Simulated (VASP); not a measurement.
AgCl, 2 atoms in the cell. The structure is cubic, space group Fm-3m (No. 225). Conventional cell: a = 5.545 Å, b = 5.545 Å, c = 5.545 Å, α = 90.00°, β = 90.00°, γ = 90.00°. Ag (site symmetry m-3m) is surrounded by 6 Cl at 2.77 Å. Around Cl (site symmetry m-3m) lie 6 Ag at 2.77 Å. The cell is a database's computed one.

* Program: VASP 6.6.1
* Task: single point
* Functional: PBE
* Potentials or basis: VASP PAW PBE potentials, release 64 (Ag, Cl)
* Cutoff: 520 eV
* k mesh: 6 × 6 × 6
* Occupations: gaussian, width 0.1 eV
* Spin: no spin polarisation
* Dipole correction: no
* Further INCAR settings: ALGO = Normal; EDIFF = 1e-06; NBANDS = 16

Potentials or basis: VASP PAW PBE potentials, release 64 (Ag, Cl).

Command:

```console
$ cat potpaw_PBE.64/Ag/POTCAR potpaw_PBE.64/Cl/POTCAR > POTCAR
$ mpirun -np 1 vasp_std > vasp.out
```

Hardware: 1 thread of Intel(R) Xeon(R) 6975P-C (Granite Rapids), on a shared host.

Q: How long does it take, and how much memory?

A: Run time: 7.6 s on 1 thread of Intel(R) Xeon(R) 6975P-C (Granite Rapids) (shared host), peak memory 0.17 GiB. Counts: scf iterations 12, k points 16.
